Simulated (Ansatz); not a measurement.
Below is a relaxed structure of Te2Mo. It was relaxed at this level from a Materials Project cell.

Level of theory: DFT PBE, scalar-relativistic, plane waves, PAW in Ansatz. Cutoff 420 eV, Γ-centred mesh, Gaussian smearing, no spin polarisation.

```xyz
6
Lattice="3.5559 0.0000 0.0000 -1.7779 3.0795 0.0000 0.0000 0.0000 24.8668" Properties=species:S:1:pos:R:3 pbc="T T T"
Te    0.0000    2.0530    2.0133
Te    1.7779    1.0265   19.2378
Te    1.7779    1.0265   22.8535
Te    0.0000    2.0530    5.6289
Mo    0.0000    2.0530   21.0450
Mo    1.7779    1.0265    3.8217
```

Energies over the elements count from the elements' standard structures at the same level, with no fitted energy shifts.

Question: What space group does it have?

Answer: P-3m1 (No. 164). Conventional cell: a = 3.556 Å, c = 24.867 Å. Te on its first site is surrounded by 3 Mo at 2.74 Å; around Te on its second site lie 3 Mo at 2.74 Å; Mo is surrounded by 6 Te at 2.74 Å.

Question: How far does it lie from the elements in energy?

Answer: −0.265 eV/atom. Whether it is stable depends on the other phases of the system, which aren't compared here.

Question: Is it a metal?

Answer: No, the gap on the 12×12×2 mesh is 1.06 eV.

The last run used a 12×12×2 mesh (in the run's order of axes) for its 6-atom cell and Gaussian smearing of 0.02 eV. No dispersion correction is applied, so the spacing and binding between layers, chains or molecules are poorly described. These runs have no spin–orbit coupling, which can matter for Te. Kohn–Sham gaps at this level usually fall short of measured ones. The missing spin–orbit coupling can work the other way here. The reference form of Te is held partly by dispersion forces, which this level lacks. A structure relaxed within its symmetry needn't be a true minimum.
